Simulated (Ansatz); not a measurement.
A calculation with Ansatz 0.2.0 of Os (ASE script, structure from a P1 CIF):

File run.py:

```python
import json

import ase.io
import numpy as np

import ansatz as az

atoms = ase.io.read("Os.cif")
atoms.info.pop("occupancy", None)

calculation = (
    az.Crystal.from_ase(atoms)
    .calculation()
    .kpoints(12, 12, 12)
    .functional("blyp")
    .pseudopotentials(kind="paw_fr")
    .spin("noncollinear", soc=True)
    .scf(extra_bands=6)
    .occupations(method="methfessel_paxton", width=0.1)
    .density_of_states(energy_step=0.05, projected=False, nscf_kmesh=(18, 18, 18))
    .forces()
    .stress()
    .band_table(publish=True)
)
outcome = calculation.run(threads=2, events_out="events.jsonl")

report = outcome.report
for line in open("events.jsonl"):
    event = json.loads(line)
    if event["event"] == "scf_iter":
        d = event["data"]
        print(f"SCF {d['iter']:3d}  HF = {d['harris_foulkes_ev']:.6f} eV  dr2 = {d['dr2_ev']:.2e} eV")
    elif event["event"] in ("relax_step", "md_step"):
        d = event["data"]
        print(f"{event['event']} {d['step']:3d}  E = {d['lagrangian_ev']:.6f} eV")
np.set_printoptions(precision=5, suppress=True, linewidth=110)
print("converged:", report["converged"], "after", report["n_iterations"], "iterations")
print(f"free energy {report['free_energy_ev']:.6f} eV, Fermi level {report['fermi_energy_ev']:.4f} eV")
for key in ("band_edges_ev", "magnetization_mub", "site_moments_mub", "site_moments_nc_mub", "forces_ev_ang",
                "stress_gpa"):
    if report.get(key) is not None:
        print(key, np.array(report[key]), sep="\n")
```

Os.cif

```cif
data_Os
_cell_length_a 2.75064538
_cell_length_b 2.75064538
_cell_length_c 2.75064538
_cell_angle_alpha 60.00000000
_cell_angle_beta 60.00000000
_cell_angle_gamma 60.00000000
_space_group_name_H-M_alt 'P1'
_space_group_name_Hall 'P 1'
_space_group_IT_number 1
loop_
_space_group_symop_operation_xyz
'x,y,z'
loop_
_atom_site_label
_atom_site_type_symbol
_atom_site_symmetry_multiplicity
_atom_site_Wyckoff_symbol
_atom_site_fract_x
_atom_site_fract_y
_atom_site_fract_z
_atom_site_occupancy
Os1 Os 1 a 0.0000000000 0.0000000000 0.0000000000 1
```

Potentials or basis: Ansatz PAW.

Run with:

```bash
$ python run.py
```

This isn't the form of Os at room conditions, which is hcp.

Question: Write the same calculation in another form: native input, structure typed inline.

Answer: As run:

File input.yaml:

```yaml
crystal:
  lattice:
    - [2.75064538, 0.0, 0.0]
    - [1.37532269, 2.3821287759, 0.0]
    - [1.37532269, 0.7940429253, 2.2458925481]
  atoms:
    - { symbol: Os, position: [0.0, 0.0, 0.0] }
hamiltonian:
  xc: blyp
  pseudopotentials: { kind: paw_fr }
magnetization:
  noncollinear: true
  spin_orbit: true
kpoints:
  mp_grid: { grid: [12, 12, 12] }
scf:
  occupations: { method: methfessel_paxton, width: 0.1 }
  n_extra_bands: 6
output:
  forces: true
  stress: true
  eigenvalues: true
  dos: { projected: false, de: 0.05, nscf_kmesh: { grid: [18, 18, 18] } }
```

Potentials or basis: Ansatz PAW.

Launch:

```sh
$ ansatz run input.yaml --threads 2 --pin off --max-ram 5120MiB --backend cpu --events-out ev --progress --plain --runs-dir out
```

Both were run:

|  | ASE script, structure from a P1 CIF | native input, structure typed inline |
| --- | --- | --- |
| Pressure | 6.2 GPa | 6.2 GPa |
| Band gap on the k mesh | none (metal or under the smearing width) | none (metal or under the smearing width) |
| Density of states at the Fermi level | 0.73 states/eV per cell | 0.73 states/eV per cell |

Keys that steer only the numerical path or the files written may differ.

Caveat: the PAW data sets come from PBE, with cores solved anew for the run's functional, which leaves a small shift of forces and pressure.
